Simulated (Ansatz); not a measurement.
InP, 2 atoms in the cell. It takes space group F-43m (No. 216, cubic). Conventional cell: a = 5.861 Å, b = 5.861 Å, c = 5.861 Å, α = 90.00°, β = 90.00°, γ = 90.00°. In (site symmetry -43m) is surrounded by 4 P at 2.54 Å. P (site symmetry -43m) has 4 In at 2.54 Å as nearest neighbours. 

```yaml
Program: Ansatz 0.2.0
Task: single point
Functional: PBE
Potentials_or_basis: all-electron LAPW, scalar-relativistic
Cutoff: 245 eV (chosen from the basis error)
Basis_error_allowed: 0.001 eV/atom
k_mesh: 8 × 8 × 8
Occupations: gaussian, width 0.029 eV
Spin: no spin polarisation
```

Potentials or basis: all-electron LAPW, scalar-relativistic.

The run is started by

```sh
$ ansatz run input.yaml --threads 1 --pin off --max-ram 3072MiB --backend cpu --events-out ev --progress --plain --runs-dir out
```

Hardware: 1 thread of Arm Neoverse V1, on a shared host.

Problem. How long does it take, and how much memory?

Solution. Wall time 11 s on 1 thread of Arm Neoverse V1, on a shared host, peak memory 0.27 GiB. Counts: scf iterations 7, plane waves 411, k points 29, bands 21.
